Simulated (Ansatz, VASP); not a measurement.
## Sb: VASP beside Ansatz

```
Sb
1.0
     0.00000    2.37124    2.37124
     2.37124    0.00000    2.37124
     2.37124    2.37124    0.00000
Sb
1
Direct
  0.00000 0.00000 0.00000
```

This isn't the form of Sb at room conditions, which is rhombohedral.

Alike in both runs: task single point; functional PBE-based screened hybrid; k mesh 5 × 5 × 5; occupations fermi-dirac, width 0.05 eV; no spin polarisation.

```csv
,VASP,Ansatz
version,VASP 6.6.1,Ansatz 0.2.0
potentials or method,"VASP PAW PBE potentials, release 64 (Sb)",Ansatz PAW
plane-wave cutoff (eV),520,420
valence electrons in the cell,5,15
```

```csv
,VASP,Ansatz,Ansatz less VASP
gap on the k mesh at the Fermi level (eV),none,none,-
pressure (GPa),-2.0,-0.6,+1.40
```

A gap of «none» marks a metal or a gap that the smearing closes. With one functional, cell and mesh, what is left measures potentials, basis and numerics. The two sets of potentials don't hold the same shells in valence.

Caveats: the k mesh is coarse (spacing up to 0.46 Å⁻¹), so the values aren't converged (VASP); the PAW data sets were made with another functional, which shifts forces and pressure a little (VASP); the k mesh is coarse (spacing up to 0.46 Å⁻¹), so the values aren't converged, least of all with exact exchange (Ansatz); the PAW data sets come from PBE, with cores solved anew for the run's functional, which leaves a small shift of forces and pressure (Ansatz); the thresholds are loose for stress (Ansatz). The runs have no spin-orbit coupling, so splittings on Sb are missing.
